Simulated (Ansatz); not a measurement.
# Cs on Cu(111): change of the work function

Wanted: Δφ(θ) for Cs/Cu(111), starting from the hcp site.

Main program and level: Ansatz 0.2.0; plane-wave DFT, PBE, Ansatz PAW.

### 1. The structure

The cell holds 4 atoms: 4 Cu. Its edges and angles: a = 2.553 Å, b = 2.553 Å, c = 24.253 Å, α = 90.0°, β = 90.0°, γ = 60.0°. Vacuum lies along c.

### 2. The clean slab

The bare slab comes first, as the zero from which every change is counted. The two lowest layers are held at bulk places and the upper ones relax. The dipole correction removes the false field that a one-sided slab makes across the periodic vacuum, so each face gets a flat vacuum level of its own.

File input.yaml:

```yaml
crystal:
  lattice:
    - [2.5526554801, 0.0, 0.0]
    - [1.27632774, 2.2106644929, 0.0]
    - [0.0, 0.0, 24.2527034153]
  atoms:
    - { symbol: Cu, position: [0.0, 0.0, 0.3710926508] }
    - { symbol: Cu, position: [0.3333333333, 0.3333333333, 0.4570308836] }
    - { symbol: Cu, position: [0.6666666667, 0.6666666667, 0.5429691164] }
    - { symbol: Cu, position: [0.0, 0.0, 0.6289073492] }
kpoints:
  mp_grid: { grid: [13, 13, 1] }
hamiltonian:
  xc: pbe
scf:
  occupations: { method: fermi_dirac, width: 0.1 }
  convergence: { dr2_threshold: 1.0e-08 }
efield:
  axis: 3
  dipole_correction: true
  ramp_position: 0.97
  ramp_width: 0.06
relax:
  f_tol: 0.02
  max_steps: 60
  constraints: [{ sites: [0, 1] }]
output:
  write_potential: true
  write_density: true
  volumetric_format: npy
```

Launch:

```sh
$ ansatz run input.yaml --threads 4 --pin off --max-ram 12288MiB --backend cpu --events-out ev --progress --plain --runs-dir out
```

Numbers of over 12 decimals in the logs are rounded to 6 here.

Output:

```text
Engine: ansatz 0.2.0, aarch64-unknown-linux-gnu
Pseudopotentials: kind: paw
Pseudopotential: Cu, paw, valence charge 19, recommended cutoff 420 eV (normal), Cu.paw.azcp
Functional definition: PBE
  parameter kappa = 0.804
  parameter beta = 0.066725
  exchange = pbe_x(kappa = kappa, mu = beta*pi^2/3)
  correlation = pbe_c(beta = beta)
Crystal: 4 atoms, lattice volume = 136.860 Å³
Basis set: ecut = 420 eV, 2739 PW (Γ), exchange–correlation on 36×36×360 points (8 copies of the dense FFT grid, shifted against one another)
Bands: 46, of which v1, the nominal top of the filled ones, is band 38 counted from 1 (37 counted from 0)
Symmetry: 6 space group operations
k-points: 21 of 169 (time reversal used)
Non-local potential: Cu, projectors of the file, l = 0: 3, l = 1: 2, l = 2: 3, l = 3: 1
PAW form: soft (Blöchl's): semilocal exchange-correlation on the pseudo side does not see the compensation charge
PAW one-centre angular grid: Cu, 590 points (default); XC on 64 Gauss nodes
Initial density: superposition of atomic densities (neutral atoms: chi_scale 0, normalization atom), corrected by the library's trained network
Initial wavefunctions: pseudopotential atomic-orbital guess
Functional: x = pbe(κ = 0.804, μ = 0.219515), c = pbe(β = 0.066725)
SCF iter   1: F=—  HF=-26499.775584 eV  |F-HF|=—  |Δ(HF+E_count)|=         —  Δρ=1.58e-3  dr2=3.12e-2  ethr=1.77e-3  p=0.000 e·Å  D=5.28e-14 V/Å  ΔV_dip=-0.00 eV  dr2_dipole=7.11e-8  V_vac-E_F(+/−)=4.76/4.76 eV  ⟨swp⟩=8.6  Hψ=4268  notcnv=0  defer=14
efield: sawtooth ramp at fractional position 0.9700 (set: `efield.ramp_position`, or a place that a band, a saddle search or an elastic batch's reference lends), width 0.0600; the density the first Hamiltonian is built on has a dipole p = 0.000 e·Å; the dipole correction subtracts the counter field D = 5.28e-14 V/Å, which shifts the + side's vacuum level by -0.00 eV against the − side's; the planar-averaged density in the ramp window peaks in size at 4.1e-5 e/Å³
preconditioner: auto → LDOS  [metal: Δε(μ)=0.060 eV  Ē_g=8.396 eV  σ=0.100 eV  W_gap=0.15  n_scr=18 (ndim 8)  ℏωp=21.1 eV  f_vac=0.614  D(μ)=1.58/eV (n_scr^D=10)  β→1.0]
SCF iter   2: F=—  HF=-26499.778994 eV  |F-HF|=—  |Δ(HF+E_count)|=   3.41e-3  Δρ=3.28e-3  dr2=1.06e-2  ethr=4.11e-5  p=-0.000 e·Å  D=-2.36e-5 V/Å  ΔV_dip=0.00 eV  dr2_dipole=7.07e-8  V_vac-E_F(+/−)=4.82/4.82 eV  ⟨swp⟩=2.8  Hψ=1892  notcnv=0  defer=27
SCF iter   3: F=—  HF=-26499.777029 eV  |F-HF|=—  |Δ(HF+E_count)|=   1.96e-3  Δρ=5.15e-4  dr2=3.62e-4  ethr=1.39e-5  p=-0.000 e·Å  D=-7.60e-6 V/Å  ΔV_dip=0.00 eV  dr2_dipole=4.85e-8  V_vac-E_F(+/−)=4.81/4.81 eV  ⟨swp⟩=2.0  Hψ=1367  notcnv=0  defer=27
SCF iter   4: F=—  HF=-26499.777128 eV  |F-HF|=—  |Δ(HF+E_count)|=   9.89e-5  Δρ=6.34e-4  dr2=5.50e-4  ethr=4.76e-7  p=-0.000 e·Å  D=-2.31e-6 V/Å  ΔV_dip=0.00 eV  dr2_dipole=1.34e-9  V_vac-E_F(+/−)=4.81/4.81 eV  ⟨swp⟩=3.0  Hψ=1979  notcnv=0  defer=27
SCF iter   5: F=—  HF=-26499.777115 eV  |F-HF|=—  |Δ(HF+E_count)|=   1.31e-5  Δρ=1.85e-4  dr2=2.94e-5  ethr=4.76e-7  p=0.000 e·Å  D=7.81e-7 V/Å  ΔV_dip=-0.00 eV  dr2_dipole=9.29e-13  V_vac-E_F(+/−)=4.82/4.82 eV  ⟨swp⟩=2.0  Hψ=1418  notcnv=0  defer=27
SCF iter   6: F=—  HF=-26499.777120 eV  |F-HF|=—  |Δ(HF+E_count)|=   4.55e-6  Δρ=1.11e-4  dr2=1.11e-5  ethr=3.87e-8  p=0.000 e·Å  D=5.91e-7 V/Å  ΔV_dip=-0.00 eV  dr2_dipole=4.01e-11  V_vac-E_F(+/−)=4.82/4.82 eV  ⟨swp⟩=2.9  Hψ=1794  notcnv=0  defer=27
SCF iter   7: F=—  HF=-26499.777126 eV  |F-HF|=—  |Δ(HF+E_count)|=   6.69e-6  Δρ=4.02e-5  dr2=1.75e-6  ethr=1.46e-8  p=0.000 e·Å  D=3.53e-7 V/Å  ΔV_dip=-0.00 eV  dr2_dipole=1.93e-11  V_vac-E_F(+/−)=4.82/4.82 eV  ⟨swp⟩=2.3  Hψ=1196  notcnv=0  defer=27
SCF iter   8: F=—  HF=-26499.777115 eV  |F-HF|=—  |Δ(HF+E_count)|=   1.12e-5  Δρ=4.60e-6  dr2=7.10e-8  ethr=2.30e-9  p=0.000 e·Å  D=1.59e-7 V/Å  ΔV_dip=-0.00 eV  dr2_dipole=1.71e-12  V_vac-E_F(+/−)=4.82/4.82 eV  ⟨swp⟩=2.0  Hψ=1332  notcnv=0  defer=27
SCF iter   9: F=-26499.777115 eV  HF=-26499.777115 eV  |F-HF|=5.18e-8  |Δ(HF+E_count)|=   1.04e-7  Δρ=1.82e-6  dr2=5.69e-9  ethr=1.32e-11  p=-0.000 e·Å  D=-1.14e-7 V/Å  ΔV_dip=0.00 eV  dr2_dipole=6.26e-13  V_vac-E_F(+/−)=4.82/4.82 eV  ⟨swp⟩=8.0  Hψ=6957  notcnv=0
SCF 1 converged in 9 iterations: F = -26499.777115 eV  dr2 = 5.69e-9
  greatest PAW one-centre occupation: 1.000 electrons in one spin orbital (limit 2), on the Cu atom at site 0 (counted from 0), in its partial waves of l = 0
relax step   1: F+E_penalty+E_count = -26499.77711533 eV  Δ(F+E_penalty+E_count) = +0.000e0 eV  max|allowed force component| = 4.533e-2 eV/Å  Δτ_max = 0.0000 Å  (9 SCF iters, accepted)
Initial density: handed on by an earlier stage of this run
Initial wavefunctions: those handed on with the density
iter 1 solved again at ethr=1.62e-7 eV; its pass at ethr=3.10e-3 eV (dr2=1.23e-4 eV) is discarded
SCF iter   1: F=—  HF=-26499.777328 eV  |F-HF|=—  |Δ(HF+E_count)|=         —  Δρ=4.21e-4  dr2=1.23e-4  ethr=1.62e-7  p=0.000 e·Å  D=1.89e-7 V/Å  ΔV_dip=-0.00 eV  dr2_dipole=4.28e-7  V_vac-E_F(+/−)=4.82/4.82 eV  ⟨swp⟩=2.8  Hψ=3048  notcnv=0  defer=34
efield: sawtooth ramp at fractional position 0.9700 (set: `efield.ramp_position`, or a place that a band, a saddle search or an elastic batch's reference lends), width 0.0600; the density the first Hamiltonian is built on has a dipole p = 0.000 e·Å; the dipole correction subtracts the counter field D = 1.89e-7 V/Å, which shifts the + side's vacuum level by -0.00 eV against the − side's; the planar-averaged density in the ramp window peaks in size at 2.7e-5 e/Å³
preconditioner: auto → LDOS  [metal: Δε(μ)=0.061 eV  Ē_g=8.474 eV  σ=0.100 eV  W_gap=0.15  n_scr=18 (ndim 8)  ℏωp=21.1 eV  f_vac=0.614  D(μ)=1.59/eV (n_scr^D=10)  β→1.0]
SCF iter   2: F=—  HF=-26499.777285 eV  |F-HF|=—  |Δ(HF+E_count)|=   4.29e-5  Δρ=2.68e-4  dr2=9.86e-5  ethr=1.62e-7  p=0.000 e·Å  D=2.08e-4 V/Å  ΔV_dip=-0.01 eV  dr2_dipole=1.31e-5  V_vac-E_F(+/−)=4.82/4.82 eV  ⟨swp⟩=2.0  Hψ=1652  notcnv=0  defer=34
SCF iter   3: F=—  HF=-26499.777283 eV  |F-HF|=—  |Δ(HF+E_count)|=   1.87e-6  Δρ=3.14e-4  dr2=8.63e-5  ethr=1.30e-7  p=-0.000 e·Å  D=-5.57e-5 V/Å  ΔV_dip=0.00 eV  dr2_dipole=2.88e-6  V_vac-E_F(+/−)=4.82/4.82 eV  ⟨swp⟩=2.0  Hψ=1696  notcnv=0  defer=34
SCF iter   4: F=—  HF=-26499.777271 eV  |F-HF|=—  |Δ(HF+E_count)|=   1.21e-5  Δρ=9.15e-5  dr2=8.40e-6  ethr=1.14e-7  p=-0.000 e·Å  D=-2.48e-5 V/Å  ΔV_dip=0.00 eV  dr2_dipole=4.91e-7  V_vac-E_F(+/−)=4.82/4.82 eV  ⟨swp⟩=2.2  Hψ=1252  notcnv=0  defer=34
SCF iter   5: F=—  HF=-26499.777278 eV  |F-HF|=—  |Δ(HF+E_count)|=   6.63e-6  Δρ=4.40e-5  dr2=1.80e-6  ethr=1.10e-8  p=0.000 e·Å  D=2.79e-6 V/Å  ΔV_dip=-0.00 eV  dr2_dipole=1.26e-7  V_vac-E_F(+/−)=4.82/4.82 eV  ⟨swp⟩=2.1  Hψ=1358  notcnv=0  defer=34
SCF iter   6: F=—  HF=-26499.777277 eV  |F-HF|=—  |Δ(HF+E_count)|=   3.73e-7  Δρ=8.51e-6  dr2=1.31e-7  ethr=2.36e-9  p=-0.000 e·Å  D=-1.83e-6 V/Å  ΔV_dip=0.00 eV  dr2_dipole=2.67e-8  V_vac-E_F(+/−)=4.82/4.82 eV  ⟨swp⟩=2.0  Hψ=1389  notcnv=0  defer=34
SCF iter   7: F=-26499.777278 eV  HF=-26499.777277 eV  |F-HF|=4.39e-8  |Δ(HF+E_count)|=   1.10e-7  Δρ=1.99e-6  dr2=5.45e-9  ethr=1.32e-11  p=-0.000 e·Å  D=-8.46e-7 V/Å  ΔV_dip=0.00 eV  dr2_dipole=9.20e-10  V_vac-E_F(+/−)=4.82/4.82 eV  ⟨swp⟩=8.7  Hψ=7290  notcnv=0
SCF 2 converged in 7 iterations: F = -26499.777278 eV  dr2 = 5.45e-9
relax step   2: F+E_penalty+E_count = -26499.77727754 eV  Δ(F+E_penalty+E_count) = -1.622e-4 eV  max|allowed force component| = 2.714e-2 eV/Å  Δτ_max = 0.0046 Å  (7 SCF iters, accepted)
SCF iter   1: F=—  HF=-26499.777474 eV  |F-HF|=—  |Δ(HF+E_count)|=         —  Δρ=5.59e-4  dr2=2.15e-4  ethr=2.86e-6  p=-0.000 e·Å  D=-4.54e-7 V/Å  ΔV_dip=0.00 eV  dr2_dipole=1.30e-7  V_vac-E_F(+/−)=4.82/4.82 eV  ⟨swp⟩=2.9  Hψ=1965  notcnv=0  defer=34
efield: sawtooth ramp at fractional position 0.9700 (set: `efield.ramp_position`, or a place that a band, a saddle search or an elastic batch's reference lends), width 0.0600; the density the first Hamiltonian is built on has a dipole p = -0.000 e·Å; the dipole correction subtracts the counter field D = -4.54e-7 V/Å, which shifts the + side's vacuum level by +0.00 eV against the − side's; the planar-averaged density in the ramp window peaks in size at 2.7e-5 e/Å³
preconditioner: auto → LDOS  [metal: Δε(μ)=0.062 eV  Ē_g=8.471 eV  σ=0.100 eV  W_gap=0.15  n_scr=18 (ndim 8)  ℏωp=21.1 eV  f_vac=0.613  D(μ)=1.59/eV (n_scr^D=10)  β→1.0]
SCF iter   2: F=—  HF=-26499.777397 eV  |F-HF|=—  |Δ(HF+E_count)|=   7.69e-5  Δρ=3.74e-4  dr2=1.86e-4  ethr=2.83e-7  p=0.000 e·Å  D=2.83e-4 V/Å  ΔV_dip=-0.01 eV  dr2_dipole=2.51e-5  V_vac-E_F(+/−)=4.81/4.82 eV  ⟨swp⟩=2.1  Hψ=1929  notcnv=0  defer=33
SCF iter   3: F=—  HF=-26499.777411 eV  |F-HF|=—  |Δ(HF+E_count)|=   1.41e-5  Δρ=5.40e-4  dr2=2.40e-4  ethr=2.44e-7  p=-0.000 e·Å  D=-9.64e-5 V/Å  ΔV_dip=0.00 eV  dr2_dipole=4.69e-6  V_vac-E_F(+/−)=4.82/4.82 eV  ⟨swp⟩=2.0  Hψ=1749  notcnv=0  defer=33
SCF iter   4: F=—  HF=-26499.777368 eV  |F-HF|=—  |Δ(HF+E_count)|=   4.27e-5  Δρ=1.82e-4  dr2=2.81e-5  ethr=2.44e-7  p=-0.000 e·Å  D=-5.48e-5 V/Å  ΔV_dip=0.00 eV  dr2_dipole=3.95e-7  V_vac-E_F(+/−)=4.82/4.82 eV  ⟨swp⟩=2.0  Hψ=1282  notcnv=0  defer=33
SCF iter   5: F=—  HF=-26499.777374 eV  |F-HF|=—  |Δ(HF+E_count)|=   5.96e-6  Δρ=9.67e-5  dr2=7.63e-6  ethr=3.70e-8  p=0.000 e·Å  D=1.06e-5 V/Å  ΔV_dip=-0.00 eV  dr2_dipole=2.19e-7  V_vac-E_F(+/−)=4.82/4.82 eV  ⟨swp⟩=2.0  Hψ=1328  notcnv=0  defer=33
SCF iter   6: F=—  HF=-26499.777361 eV  |F-HF|=—  |Δ(HF+E_count)|=   1.31e-5  Δρ=2.58e-5  dr2=7.02e-7  ethr=1.00e-8  p=0.000 e·Å  D=8.17e-6 V/Å  ΔV_dip=-0.00 eV  dr2_dipole=6.33e-8  V_vac-E_F(+/−)=4.82/4.82 eV  ⟨swp⟩=2.1  Hψ=1360  notcnv=0  defer=33
SCF iter   7: F=-26499.777361 eV  HF=-26499.777361 eV  |F-HF|=8.74e-8  |Δ(HF+E_count)|=   6.52e-8  Δρ=3.14e-6  dr2=7.38e-9  ethr=1.32e-11  p=0.000 e·Å  D=1.14e-5 V/Å  ΔV_dip=-0.00 eV  dr2_dipole=4.38e-10  V_vac-E_F(+/−)=4.82/4.82 eV  ⟨swp⟩=9.1  Hψ=7755  notcnv=0
SCF 3 converged in 7 iterations: F = -26499.777361 eV  dr2 = 7.38e-9
relax step   3: F+E_penalty+E_count = -26499.77736100 eV  Δ(F+E_penalty+E_count) = -8.346e-5 eV  max|allowed force component| = 4.977e-4 eV/Å  Δτ_max = 0.0063 Å  (7 SCF iters, accepted)
NSCF: frozen V_eff on 21 k-points
the band table was solved once a step of the walk had ended and its energy, with any forces and stress, was formed, with the checks that follow a solve (5173 applications of the Hamiltonian). They found nothing against the state; the energy, forces and stress were not computed again (output.eigenvalues in the input reference)
WARN: The output density's exchange-correlation potential varies sharply where the density is thin. Do not read a vacuum level from v_tot or v_xc, or from such a field of the output density. On a cell that repeats whose density bears no net charge and no dipole along the vacuum's axis use v_es (v_loc + v_h of the components); under efield.dipole_correction with no amplitude use v_es + v_field, which holds any externa [...]
SCF converged after 7 iterations
Free energy (F): -26499.777361 eV
Harris-Foulkes:  -26499.777361 eV  (|F-HF|=8.74e-8)
Internal energy: -26499.726160 eV  (E = F + TS)
E sigma→0 (E₀):  -26499.751761 eV
Entropy (-TS):   -0.051201 eV (-12.800 meV/atom)
Fermi energy:    2.669712 eV
Dipole field:    D = -0.000023 V/Å  (p = -0.000017 e·Å, saw-weighted, corrected)
Work function:   Φ+ = 4.8204 eV   Φ− = 4.8198 eV
Levels:          The Fermi level and band energies are counted from a zero that moves with the ramp; work functions are not
--- Per-component energies (eV) ---
  E_band       = -2495.306339
  E_kinetic    = 1198.599896
  E_local      = -181314.289420  (includes V_loc(G=0)·N_el)
  E_nonlocal   = 1563.684239
  E_hartree    = 89165.537962
  E_xc         = -355.961963
  E_vxc        = -459.133568  (∫ρ·V_xc dr)
  E_paw        = -6655.744889  (= ΣΔE_a)
  E_vpaw       = -1815.244552  (= ΣTr[D̂ρ^β])
  E_aug_tail   = 0.001088  (compensation charges beyond the density's cutoff)
  E_efield     = 0.000000  (sawtooth field / dipole correction)
  E_vefield    = 0.000009  (∫n·V_field dr)
  E_ewald      = 69898.446928
  E_smearing   = -0.051201  (= −TS)
  E_closure    = 0.000000  (closes the sum)
  Σ components = -26499.777361   (vs F -26499.777361, Δ=0.00e0)
--- Forces (eV/Å), atoms counted from 1 ---
  atom   1  Cu     0.00000000     0.00000000     0.00296101
  atom   2  Cu     0.00000000    -0.00000000    -0.00321329
  atom   3  Cu     0.00000000     0.00000000     0.00049772
  atom   4  Cu    -0.00000000     0.00000000    -0.00020858
  max |Σ_I F_I| component: 3.69e-5 eV/Å
--- Band table (eV; the first three rows and the last of 21) ---
  k-point 0: bands = [... 34 lower, 0.6919, 1.0181, 1.0181, 1.1288, 1.1288, 1.4928, 2.4542, 6.9328, ... 4 higher]
  k-point 1: bands = [... 34 lower, 0.7141, 0.8100, 0.9390, 1.0146, 1.1303, 1.8749, 2.9307, 7.0844, ... 4 higher]
  k-point 2: bands = [... 34 lower, 0.6407, 0.7009, 1.0046, 1.1337, 1.1382, 2.5254, 3.9293, 7.5389, ... 4 higher]
  k-point 20: bands = [... 34 lower, 1.0445, 1.0925, 4.9135, 5.8351, 6.8798, 7.2340, 7.4013, 8.3244, ... 4 higher]
--- Relaxed structure (3 steps of the walk, 3 accepted, 0 SCFs on fresh bases) ---
  F+E_penalty+E_count = -26499.77736100 eV   max|allowed force component| = 4.977e-4 eV/Å
  atoms:
    - { symbol: Cu, position: [0.0, 0.0, 0.3710926508] }
    - { symbol: Cu, position: [0.333333, 0.333333, 0.4570308836] }
    - { symbol: Cu, position: [0.666667, 0.666667, 0.543419] }
    - { symbol: Cu, position: [4.422515979500651e-19, 0, 0.629327] }
```

It took 12 s on 4 threads of Arm Neoverse V1, shared host; peak memory 0.47 GiB.

Relaxation path:

| step | energy less that of the first step (eV) | largest force component (eV/Å) |
| --- | --- | --- |
| 1 | 0.0000 | 0.0453 |
| 2 | -0.0002 | 0.0271 |
| 3 | -0.0002 | 0.0005 |

Forces are held to the 6 operations that the run works with; a distortion that breaks them can't arise in this run.

The atoms that moved most (Å):

| atom | dx | dy | dz | length |
| --- | --- | --- | --- | --- |
| Cu3 | 0.000 | 0.000 | 0.011 | 0.011 |
| Cu4 | 0.000 | 0.000 | 0.010 | 0.010 |

The relaxed structure:

```xyz
4
Lattice="2.5527 0.0000 0.0000 1.2763 2.2107 0.0000 0.0000 0.0000 24.2527" Properties=species:S:1:pos:R:3
Cu    0.0000    0.0000    9.0000
Cu    1.2763    0.7369   11.0842
Cu    2.5527    1.4738   13.1794
Cu    0.0000    0.0000   15.2629
```

Numbers from this step:

- energy at zero smearing: -26499.7518 eV
- work function, upper face: 4.820 eV
- dipole along the normal: -1.71e-5 e·Å

Running mean over 2.084 Å of the planar mean; the ramp of the sawtooth is left out. Table of electron's electrostatic potential energy less the Fermi level by z:

z (Å), electron's electrostatic potential energy less the Fermi level (eV) and a bar from the least value:
```
      3.0       4.82 ##############################
      3.5       4.82 ##############################
      4.0       4.82 ##############################
      4.5       4.82 ##############################
      5.0       4.82 ##############################
      5.5       4.81 ##############################
      6.0       4.77 ##############################
      6.5       4.63 ##############################
      7.0       4.15 #############################
      7.5       2.06 ########################
      8.0      -2.68 ##############
      8.5      -7.04 ####
      9.0      -8.46 #
      9.5      -8.67 
     10.0      -8.74 
     10.5      -8.80 
     11.0      -8.84 
     11.5      -8.81 
     12.0      -8.74 
     12.5      -8.76 
     13.0      -8.84 
     13.5      -8.83 
     14.0      -8.78 
     14.5      -8.72 
     15.0      -8.62 
     15.5      -8.11 ##
     16.0      -5.26 ########
     16.5      -0.24 ###################
     17.0       3.42 ###########################
     17.5       4.46 #############################
     18.0       4.72 ##############################
     18.5       4.79 ##############################
     19.0       4.81 ##############################
     19.5       4.82 ##############################
     20.0       4.82 ##############################
     20.5       4.82 ##############################
     21.0       4.82 ##############################
```

The relaxation took 3 steps and lowered the energy by 2.5e-4 eV; the largest force on the free atoms ends at 5.0e-4 eV/Å.

The work function of the upper face is 4.82 eV.

(Continued in part 2 of 5.)

[Logs are printed without paths, hosts, clocks, repeated set-up lines and the standing remarks that a program may print on its own settings, such as how far it seeks lower states.]

[Hosts, paths, dates, database ids (printed as entryN), source tags and the programs' standing remarks are cut or masked in the printed files.]

[Maps of the electrostatic potential energy from Ansatz leave out the sawtooth potential of an applied field or a dipole correction, so their vacuum need not be flat; planar profiles and work functions include it.]
